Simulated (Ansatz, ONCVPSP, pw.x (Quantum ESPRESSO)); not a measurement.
**Equation-of-state test of one ONCV potential (gallium)**

ONCVPSP 4.0.1.1 (patched build) input, shortened (lines: element, Z, core and valence counts, functional; n l f; lmax; l rc ep ncon nbas qcut; lloc lpopt rc5 dvloc0; l nproj debl; icmod fcfact rcfact), PBE, scalar-relativistic:

```
  Ga 31.00    6    2        4      upf
    1    0    2.00
    2    0    2.00
    2    1    6.00
    3    0    2.00
    3    1    6.00
    3    2   10.00
    4    0    2.00
    4    1    1.00
    2
    0    1.60    0.00    4    9    4.70
    1    2.45    0.00    5    9    3.00
    2    2.45    0.10    4    7    3.30
    4    2    1.45    1.00
    0    2    3.20
    1    2    3.00
    2    1    2.90
    0    0.00    0.00
```

Crystal test: bcc Ga in pw.x 7.5, no spin, 14³ k-points, Fermi–Dirac smearing 0.01 Ry, cutoffs 45/180 Ry. The reference is all-electron LAPW (Ansatz 0.2.0) with the same functional, mesh and smearing; V0 and B0 come from Birch–Murnaghan fits to the pressures at five volumes. Errors are pseudo minus all-electron; Δ is the rms difference of the E(V) curves that follow from these fits, minima aligned, over ±6 % about the mean V0. Mesh and smearing are coarse, so the numbers serve the comparison and aren't converged zero-temperature values; the lattice is a test structure that the element need not adopt.

| V (Å³/atom) | P all-electron (GPa) | P pseudo (GPa) |
| --- | --- | --- |
| 18.452 | 2.00 | 1.27 |
| 18.937 | 0.61 | -0.13 |
| 19.423 | -0.57 | -1.32 |
| 19.909 | -1.57 | -2.34 |
| 20.394 | -2.44 | -3.21 |

All-electron: a0 = 3.373 Å (V0 = 19.18 Å³/atom), B0 = 46.6 GPa.

Pseudopotential: mean pressure error (GPa): -0.75; a0 (Å): 3.355; a0 error (%): -0.51; B0 error (%): +9.2; Δ (meV/atom): 3.1. This is a poor potential for the solid.

**Question.** At the middle volume, how do free energy and pressure move when the wave cutoff is lowered (ecutrho kept at four times it)?

**Answer.**

```csv
cutoff (Ry),shift of F (meV/atom),shift of P (GPa)
20,+19.5,+0.23
27,+9.1,+0.20
36,+5.2,+0.26
```

The run at the middle volume (104 k-points, 4 iterations) took about 7.7 s on one core of a shared host (Neoverse-N1, 64 threads, 124 GiB, load 53).
